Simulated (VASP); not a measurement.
BaTiO3:

```xyz
5
Lattice="3.9998 0.0000 0.0000 0.0000 3.9998 0.0000 0.0000 0.0000 4.0180" Properties=species:S:1:pos:R:3 pbc="T T T"
Ba    0.0000    0.0000    0.0000
Ti    1.9999    1.9999    1.9688
O     1.9999    1.9999    0.0763
O     1.9999    0.0000    2.0773
O     0.0000    1.9999    2.0773
```

| Item | Value |
| --- | --- |
| Program | VASP 6.6.1 |
| Task | relaxation of cell and atoms |
| Functional | PBEsol |
| Potentials or basis | VASP PAW PBE potentials, release 64 (Ba_sv, Ti_sv, O) |
| Cutoff | 600 eV |
| k mesh | 8 × 8 × 8 |
| Occupations | gaussian, width 0.03 eV |
| Spin | no spin polarisation |

At the start: pressure -2.2 GPa; volume 12.86 Å³/atom.

Task: Where does the relaxation end?

Result: Over 13 steps the energy falls by 3.0 meV/atom and the volume is 12.79 Å³/atom (-0.5 %); space group P4mm (No. 99, to 0.05 Å).

Step by step:
| step | energy change (eV) | largest force (eV/Å) | pressure (GPa) | volume (Å³) |
| --- | --- | --- | --- | --- |
| 1 | 0.0000 | 0.3270 | -2.15 | 64.28 |
| 2 | -0.0031 | 0.0389 | 2.65 | 62.69 |
| 3 | -0.0086 | 0.1429 | 0.46 | 63.38 |
| 4 | -0.0112 | 0.0847 | 0.32 | 63.51 |
| 5 | -0.0125 | 0.0977 | 0.08 | 63.79 |
| 6 | -0.0127 | 0.0942 | 0.10 | 63.71 |
| 7 | -0.0137 | 0.0544 | -0.07 | 63.84 |
| 8 | -0.0141 | 0.0693 | -0.37 | 64.05 |
| 9 | -0.0145 | 0.0625 | 0.06 | 63.93 |
| 10 | -0.0145 | 0.0629 | 0.08 | 63.93 |
| 11 | -0.0147 | 0.0363 | 0.05 | 63.95 |
| 12 | -0.0148 | 0.0297 | 0.01 | 63.96 |
| 13 | -0.0149 | 0.0058 | 0.02 | 63.97 |

Final structure:
```
Ba Ti O
1.0
     3.96645    0.00000    0.00000
     0.00000    3.96645    0.00000
     0.00000    0.00000    4.06626
Ba Ti O
1 1 3
Direct
  0.00000 0.00000 0.99865
  0.50000 0.50000 0.48200
  0.50000 0.50000 0.02903
  0.50000 0.00000 0.51666
  0.00000 0.50000 0.51666
```

Caveat: the PAW data sets were made with another functional, which shifts forces and pressure a little.
